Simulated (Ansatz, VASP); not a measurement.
# SnSe (puckered SnSe bilayer, AA) in two plane-wave programs

Wanted: the spread between two codes on one cell, functional and k mesh. The cell is taken from a series of runs on this material, whose earlier steps may have relaxed, scaled, displaced or heated it; both programs get it as it stands.

Program: Ansatz 0.2.0. Level of theory: plane waves, with VASP 6.6.1 beside it; single point at PBE with D3(BJ). Results are calculated unless marked as measured.

### Step 1. Starting point

The cell holds 8 atoms: 4 Sn and 4 Se. Cell: a = 4.268 Å, b = 4.247 Å, c = 26.827 Å, α = 90.0°, β = 90.0°, γ = 90.0°. Vacuum lies along c.

Coordinates:

```cif
data_structure
_symmetry_space_group_name_H-M 'P 1'
_symmetry_Int_Tables_number 1
_cell_length_a 4.2677
_cell_length_b 4.2470
_cell_length_c 26.8267
_cell_angle_alpha 90.000
_cell_angle_beta 90.000
_cell_angle_gamma 90.000
_cell_volume 486.24
loop_
_atom_site_label
_atom_site_type_symbol
_atom_site_fract_x
_atom_site_fract_y
_atom_site_fract_z
_atom_site_occupancy
Sn1 Sn 0.01708 0.00000 0.33608 1
Sn2 Sn 0.50556 0.50000 0.43897 1
Sn3 Sn 0.00556 0.00000 0.56103 1
Sn4 Sn 0.51708 0.50000 0.66392 1
Se5 Se 0.48782 0.50000 0.33549 1
Se6 Se 0.98953 0.00000 0.43920 1
Se7 Se 0.48953 0.50000 0.56080 1
Se8 Se 0.98782 0.00000 0.66451 1
```

### Step 2. Ansatz: single point, PBE with D3(BJ)

Ansatz runs on its default PAW (the set named soft_2) files.

With cell and atoms fixed, the geometry can't cause a difference; cores, projectors, grids and the points listed under the comparison can.

Contents of input.yaml:

```yaml
crystal:
  lattice:
    - [4.2677224168, 0.0, 0.0]
    - [0.0, 4.2470232416, 0.0]
    - [0.0, 0.0, 26.8266776162]
  atoms:
    - { symbol: Sn, position: [0.0170828667, 0.0, 0.3360791534] }
    - { symbol: Se, position: [0.4878240817, 0.5, 0.3354869406] }
    - { symbol: Se, position: [0.9895337541, 0.0, 0.4392036451] }
    - { symbol: Sn, position: [0.5055592974, 0.5, 0.4389729137] }
    - { symbol: Sn, position: [0.0055592974, 0.0, 0.5610270863] }
    - { symbol: Se, position: [0.4895337541, 0.5, 0.5607963549] }
    - { symbol: Se, position: [0.9878240817, 0.0, 0.6645130594] }
    - { symbol: Sn, position: [0.5170828667, 0.5, 0.6639208466] }
kpoints:
  mp_grid: { grid: [10, 10, 1] }
  band_path:
    path:
      - [0, 0, 0]
      - [0.5, 0, 0]
      - [0.5, 0.5, 0]
      - [0, 0, 0]
      - [0, 0.5, 0]
      - [0.5, 0.5, 0]
    npoints: 16
hamiltonian:
  xc: pbe
  dispersion: d3bj
scf:
  occupations: { method: fermi_dirac, width: 0.02585 }
  convergence: { dr2_threshold: 1.0e-10 }
efield:
  axis: 3
  dipole_correction: true
  ramp_position: 0.97
  ramp_width: 0.06
  amplitude: 0
output:
  dos: { projected: true, e_range: [-6, 5] }
  write_potential: true
  write_density: true
  volumetric_format: npy
  elf: true
```

The run is started by

```console
> ansatz run input.yaml --threads 4 --pin off --max-ram 8192MiB --backend cpu --events-out ev --progress --plain --runs-dir out
```

Numbers of over 12 decimals in the logs are rounded to 6 here.

Output:

```text
Engine: ansatz 0.2.0, x86_64-unknown-linux-gnu
Pseudopotentials: kind: paw
Pseudopotential: Sn, paw, valence charge 14, recommended cutoff 420 eV (normal), Sn.paw.azcp
Pseudopotential: Se, paw, valence charge 16, recommended cutoff 420 eV (normal), Se.paw.azcp
Functional definition: PBE
  parameter kappa = 0.804
  parameter beta = 0.066725
  exchange = pbe_x(kappa = kappa, mu = beta*pi^2/3)
  correlation = pbe_c(beta = beta)
Crystal: 8 atoms, lattice volume = 486.237 Å³
Basis set: ecut = 420 eV, 9441 PW (Γ)
Bands: 72, of which v1, the nominal top of the filled ones, is band 60 counted from 1 (59 counted from 0)
Symmetry: 2 space group operations
k-points: 36 of 100 (time reversal used)
Non-local potential: Sn, projectors of the file, l = 0: 2, l = 1: 2, l = 2: 2, l = 3: 2
Non-local potential: Se, projectors of the file, l = 0: 2, l = 1: 2, l = 2: 3, l = 3: 1
PAW form: soft (Blöchl's): semilocal exchange-correlation on the pseudo side does not see the compensation charge
PAW one-centre angular grid: Sn, 590 points (default); XC on 64 Gauss nodes
PAW one-centre angular grid: Se, 590 points (default); XC on 64 Gauss nodes
Initial density: superposition of atomic densities (neutral atoms: chi_scale 0, normalization atom), corrected by the library's trained network
Initial wavefunctions: pseudopotential atomic-orbital guess
Functional: x = pbe(κ = 0.804, μ = 0.219515), c = pbe(β = 0.066725)
SCF iter   1: F=—  HF=-45978.695422 eV  |F-HF|=—  |Δ(HF+E_count)|=         —  Δρ=1.01e-3  dr2=1.41e-2  ethr=1.77e-3  p=0.000 e·Å  D=1.19e-13 V/Å  ΔV_dip=-0.00 eV  dr2_dipole=2.29e-9  V_vac-E_F(+/−)=4.12/4.12 eV  ⟨swp⟩=8.0  Hψ=10725  notcnv=0  defer=13
efield: sawtooth ramp at fractional position 0.9700 (set: `efield.ramp_position`, or a place that a band, a saddle search or an elastic batch's reference lends), width 0.0600; the density the first Hamiltonian is built on has a dipole p = 0.000 e·Å; the dipole correction subtracts the counter field D = 1.19e-13 V/Å, which shifts the + side's vacuum level by -0.00 eV against the − side's; the planar-averaged density in the ramp window peaks in size at 1.1e-5 e/Å³
preconditioner: auto → Resta (q_TF=auto, 2.161 Å⁻¹)  ε∞=1.8  [insulator: Δε(μ)=0.647 eV  Ē_g=16.526 eV  σ=0.026 eV  W_gap=1.00  n_scr=90 (ndim 8)  ℏωp=15.1 eV  f_vac=0.534  D(μ)=0.00/eV (n_scr^D=0)  ε∞_Penn≈1.8  vacuum switching on, ρ_ref=2.0e-2 e/Å³]
SCF iter   2: F=—  HF=-45978.691284 eV  |F-HF|=—  |Δ(HF+E_count)|=   4.14e-3  Δρ=5.78e-4  dr2=4.14e-3  ethr=1.18e-5  p=0.000 e·Å  D=1.17e-5 V/Å  ΔV_dip=-0.00 eV  dr2_dipole=4.34e-8  V_vac-E_F(+/−)=4.00/4.00 eV  ⟨swp⟩=2.5  Hψ=5571  notcnv=0  defer=199
SCF iter   3: F=—  HF=-45978.691823 eV  |F-HF|=—  |Δ(HF+E_count)|=   5.39e-4  Δρ=4.12e-4  dr2=8.22e-3  ethr=3.45e-6  p=-0.000 e·Å  D=-4.32e-5 V/Å  ΔV_dip=0.00 eV  dr2_dipole=5.06e-7  V_vac-E_F(+/−)=3.89/3.89 eV  ⟨swp⟩=2.4  Hψ=4427  notcnv=0  defer=199
SCF iter   4: F=—  HF=-45978.691165 eV  |F-HF|=—  |Δ(HF+E_count)|=   6.58e-4  Δρ=1.63e-4  dr2=6.58e-4  ethr=3.45e-6  p=0.000 e·Å  D=4.50e-5 V/Å  ΔV_dip=-0.00 eV  dr2_dipole=5.40e-7  V_vac-E_F(+/−)=3.91/3.91 eV  ⟨swp⟩=2.0  Hψ=2959  notcnv=0  defer=199
SCF iter   5: F=—  HF=-45978.691187 eV  |F-HF|=—  |Δ(HF+E_count)|=   2.21e-5  Δρ=6.94e-5  dr2=2.69e-5  ethr=5.48e-7  p=-0.000 e·Å  D=-9.30e-5 V/Å  ΔV_dip=0.00 eV  dr2_dipole=2.34e-6  V_vac-E_F(+/−)=3.88/3.88 eV  ⟨swp⟩=2.0  Hψ=2701  notcnv=0  defer=199
SCF iter   6: F=—  HF=-45978.691224 eV  |F-HF|=—  |Δ(HF+E_count)|=   3.71e-5  Δρ=4.43e-5  dr2=1.70e-4  ethr=2.24e-8  p=0.002 e·Å  D=6.45e-4 V/Å  ΔV_dip=-0.02 eV  dr2_dipole=1.12e-4  V_vac-E_F(+/−)=3.86/3.88 eV  ⟨swp⟩=2.1  Hψ=3735  notcnv=0  defer=199
SCF iter   7: F=—  HF=-45978.691208 eV  |F-HF|=—  |Δ(HF+E_count)|=   1.62e-5  Δρ=1.29e-5  dr2=1.68e-6  ethr=2.24e-8  p=-0.000 e·Å  D=-4.13e-5 V/Å  ΔV_dip=0.00 eV  dr2_dipole=4.58e-7  V_vac-E_F(+/−)=3.87/3.87 eV  ⟨swp⟩=2.0  Hψ=2804  notcnv=0  defer=199
SCF iter   8: F=—  HF=-45978.691174 eV  |F-HF|=—  |Δ(HF+E_count)|=   3.42e-5  Δρ=4.89e-6  dr2=1.07e-7  ethr=1.40e-9  p=-0.000 e·Å  D=-1.58e-6 V/Å  ΔV_dip=0.00 eV  dr2_dipole=6.79e-10  V_vac-E_F(+/−)=3.87/3.87 eV  ⟨swp⟩=3.0  Hψ=4830  notcnv=0  defer=199
SCF iter   9: F=—  HF=-45978.691174 eV  |F-HF|=—  |Δ(HF+E_count)|=   2.08e-7  Δρ=1.26e-6  dr2=1.01e-8  ethr=8.93e-11  p=-0.000 e·Å  D=-4.20e-7 V/Å  ΔV_dip=0.00 eV  dr2_dipole=6.08e-11  V_vac-E_F(+/−)=3.87/3.87 eV  ⟨swp⟩=2.0  Hψ=3101  notcnv=0  defer=199
SCF iter  10: F=—  HF=-45978.691174 eV  |F-HF|=—  |Δ(HF+E_count)|=   1.58e-8  Δρ=4.39e-7  dr2=2.31e-9  ethr=8.41e-12  p=0.000 e·Å  D=2.01e-7 V/Å  ΔV_dip=-0.00 eV  dr2_dipole=1.13e-12  V_vac-E_F(+/−)=3.87/3.87 eV  ⟨swp⟩=2.8  Hψ=4763  notcnv=0  defer=199
SCF iter  11: F=—  HF=-45978.691174 eV  |F-HF|=—  |Δ(HF+E_count)|=   1.88e-9  Δρ=1.83e-7  dr2=3.52e-10  ethr=1.92e-12  p=-0.000 e·Å  D=-9.86e-8 V/Å  ΔV_dip=0.00 eV  dr2_dipole=4.37e-13  V_vac-E_F(+/−)=3.87/3.87 eV  ⟨swp⟩=2.3  Hψ=4620  notcnv=0  defer=199
SCF iter  12: F=-45978.691174 eV  HF=-45978.691174 eV  |F-HF|=1.46e-11  |Δ(HF+E_count)|=  3.64e-10  Δρ=6.72e-8  dr2=4.90e-11  ethr=1.00e-12  p=0.000 e·Å  D=8.56e-8 V/Å  ΔV_dip=-0.00 eV  dr2_dipole=7.59e-14  V_vac-E_F(+/−)=3.87/3.87 eV  ⟨swp⟩=10.8  Hψ=9902  notcnv=0
SCF 1 converged in 12 iterations: F = -45978.691174 eV  dr2 = 4.90e-11
  greatest PAW one-centre occupation: 1.000 electrons in one spin orbital (limit 2), on the Se atom at site 2 (counted from 0), in its partial waves of l = 2
NSCF: frozen V_eff on 81 k-points
efield: sawtooth ramp at fractional position 0.9700 (kept from the solve that this one continues, or follows in the run), width 0.0600; the density the first Hamiltonian is built on has a dipole p = 0.000 e·Å; the dipole correction subtracts the counter field D = 8.56e-8 V/Å, which shifts the + side's vacuum level by -0.00 eV against the − side's; the planar-averaged density in the ramp window peaks in size at 7.6e-6 e/Å³
WARN: The output density's exchange-correlation potential varies sharply where the density is thin. Do not read a vacuum level from v_tot or v_xc, or from such a field of the output density. On a cell that repeats whose density bears no net charge and no dipole along the vacuum's axis use v_es (v_loc + v_h of the components); under efield.dipole_correction with no amplitude use v_es + v_field, which holds any externa [...]
SCF converged after 12 iterations
Free energy (F): -45978.691174 eV
Harris-Foulkes:  -45978.691174 eV  (|F-HF|=1.46e-11)
Internal energy: -45978.691174 eV  (E = F + TS)
E sigma→0 (E₀):  -45978.691174 eV
Entropy (-TS):   -0.000000 eV (-0.000 meV/atom)
Fermi energy:    2.035687 eV
Dipole field:    D = -0.000000 V/Å  (p = -0.000000 e·Å, saw-weighted, corrected)
Work function:   Φ+ = 3.8719 eV   Φ− = 3.8718 eV
Levels:          The Fermi level and band energies are counted from a zero that moves with the ramp; work functions are not
--- Per-component energies (eV) ---
  E_band       = -2774.426091
  E_kinetic    = 1214.283698
  E_local      = -117090.764547  (includes V_loc(G=0)·N_el)
  E_nonlocal   = -2514.301987
  E_hartree    = 58459.040020
  E_xc         = -1950.221235
  E_vxc        = -779.081302  (∫ρ·V_xc dr)
  E_paw        = -24176.483795  (= ΣΔE_a)
  E_vpaw       = -522.639453  (= ΣTr[D̂ρ^β])
  E_aug_tail   = -0.002395  (compensation charges beyond the density's cutoff)
  E_efield     = 0.000000  (sawtooth field / dipole correction)
  E_vefield    = 0.000000  (∫n·V_field dr)
  E_ewald      = 40082.085811
  E_disp       = -2.326746  (pairwise vdW)
  E_smearing   = -0.000000  (= −TS)
  E_closure    = 0.000000  (closes the sum)
  Σ components = -45978.691174   (vs F -45978.691174, Δ=0.00e0)
--- Band table (eV; the first three rows and the last of 36) ---
  k-point 0: bands = [... 56 lower, -0.4502, -0.4426, 0.2933, 0.9038, 2.9501, 4.1027, 4.8667, 5.1592, ... 8 higher]
  k-point 1: bands = [... 56 lower, -0.3855, -0.1830, 0.2632, 0.9413, 2.9002, 4.1316, 5.0103, 5.1298, ... 8 higher]
  k-point 2: bands = [... 56 lower, -0.0878, 0.3695, 0.4037, 1.0147, 2.8140, 4.1355, 4.2537, 4.4330, ... 8 higher]
  k-point 35: bands = [... 56 lower, -1.0620, -1.0620, 0.2061, 0.2061, 4.1717, 4.1717, 5.2384, 5.2384, ... 8 higher]
```

### Step 3. VASP: single point, PBE with D3(BJ)

The same cell, functional, mesh and smearing now go to VASP, with its own data sets.

Lines of VASP's logs that name or quote its potential files are left out, and so is its time.

Contents of INCAR:

```
SYSTEM = SnSe
PREC = Accurate
ENCUT = 400
EDIFF = 1E-06
NELM = 120
ISMEAR = -1
SIGMA = 0.02585
LREAL = .FALSE.
ALGO = Normal
GGA = PE
IVDW = 12
NBANDS = 49
LORBIT = 11
LWAVE = .FALSE.
LCHARG = .FALSE.
ISIF = 2
LDIPOL = .TRUE.
IDIPOL = 3
DIPOL = 0.5 0.5 0.5
LVHAR = .TRUE.
LASPH = .TRUE.
GGA_COMPAT = .FALSE.
EFERMI = MIDGAP
NELMDL = -8
KPAR = 2
```

Contents of POSCAR:

```
SnSe
1.0
    4.2677224168      0.0000000000      0.0000000000
    0.0000000000      4.2470232416      0.0000000000
    0.0000000000      0.0000000000     26.8266776162
Sn Se
4 4
Direct
    0.0170828667      0.0000000000      0.3360791534
    0.5055592974      0.5000000000      0.4389729137
    0.0055592974      0.0000000000      0.5610270863
    0.5170828667      0.5000000000      0.6639208466
    0.4878240817      0.5000000000      0.3354869406
    0.9895337541      0.0000000000      0.4392036451
    0.4895337541      0.5000000000      0.5607963549
    0.9878240817      0.0000000000      0.6645130594
```

Contents of KPOINTS:

```
Automatic mesh
0
Gamma
10 10 1
0 0 0
```

Potentials, in the order of the species: Sn_d and Se (PBE family, release 64).

The run is started by

```console
> mpirun -np 2 vasp_std
```

Output:

```text
[banner, memory and clock lines left out]
running    2 mpi-ranks, on    1 nodes
 distrk:  each k-point on    1 cores,    2 groups
 distr:  one band on    1 cores,    1 groups

 POSCAR found type information on POSCAR SnSe
 POSCAR found :  2 types and       8 ions
 LDA part: xc-table for (Slater+PW92), standard interpolation
 POSCAR, INCAR and KPOINTS ok, starting setup
 FFT: planning ... GRIDC
 FFT: planning ... GRID_SOFT
 FFT: planning ... GRID
 WAVECAR not read
 entering main loop
       N       E                     dE             d eps       ncg     rms          rms(c)
DAV:   1     0.667565417863E+03    0.66757E+03   -0.32253E+04  4112   0.133E+03
DAV:   2     0.576743553096E+02   -0.60989E+03   -0.59318E+03  3974   0.340E+02
DAV:   3    -0.282492327004E+02   -0.85924E+02   -0.83378E+02  4279   0.150E+02
DAV:   4    -0.332542223041E+02   -0.50050E+01   -0.49432E+01  4098   0.377E+01
DAV:   5    -0.334495167642E+02   -0.19529E+00   -0.19477E+00  4661   0.712E+00
DAV:   6    -0.334578627673E+02   -0.83460E-02   -0.83449E-02  5139   0.137E+00
DAV:   7    -0.334580446228E+02   -0.18186E-03   -0.18183E-03  5455   0.195E-01
DAV:   8    -0.334580485859E+02   -0.39631E-05   -0.39629E-05  5276   0.303E-02    0.638E+00
DAV:   9    -0.326058581354E+02    0.85219E+00   -0.17619E+00  4610   0.585E+00    0.400E+00
DAV:  10    -0.325968865872E+02    0.89715E-02   -0.65999E-01  4771   0.265E+00    0.139E+00
DAV:  11    -0.325871341506E+02    0.97524E-02   -0.80150E-02  4467   0.164E+00    0.360E-01
DAV:  12    -0.325852647798E+02    0.18694E-02   -0.94811E-03  4704   0.493E-01    0.134E-01
DAV:  13    -0.325848958527E+02    0.36893E-03   -0.89997E-04  4188   0.124E-01    0.822E-02
DAV:  14    -0.325843115466E+02    0.58431E-03   -0.87491E-04  4859   0.138E-01    0.343E-02
[...]
DAV:  20    -0.325849466875E+02   -0.57183E-04   -0.71610E-06  2929   0.144E-02    0.296E-03
DAV:  21    -0.325849606280E+02   -0.13940E-04   -0.13632E-06  3051   0.497E-03    0.122E-03
DAV:  22    -0.325849828372E+02   -0.22209E-04   -0.70219E-07  2648   0.285E-03    0.673E-04
DAV:  23    -0.325850010372E+02   -0.18200E-04   -0.80591E-07  2879   0.218E-03    0.421E-04
DAV:  24    -0.325850159960E+02   -0.14959E-04   -0.92758E-07  2892   0.221E-03    0.521E-04
DAV:  25    -0.325850190427E+02   -0.30467E-05   -0.54137E-08  2610   0.106E-03    0.196E-04
DAV:  26    -0.325850220911E+02   -0.30484E-05   -0.16248E-07  2441   0.113E-03    0.101E-04
DAV:  27    -0.325850227228E+02   -0.63171E-06   -0.34260E-08  2479   0.503E-04
   1 F= -.34911436E+02 E0= -.34911436E+02  d E =-.181588E-06
```

(Part 1 of 2 ends here.)

[Lines on the potential files, build, host, timing and source positions are cut from VASP's logs without a mark.]

[Logs are printed without paths, hosts, clocks, repeated set-up lines and the standing remarks that a program may print on its own settings, such as how far it seeks lower states.]

[Hosts, paths, dates, database ids (printed as entryN), source tags and the programs' standing remarks are cut or masked in the printed files.]
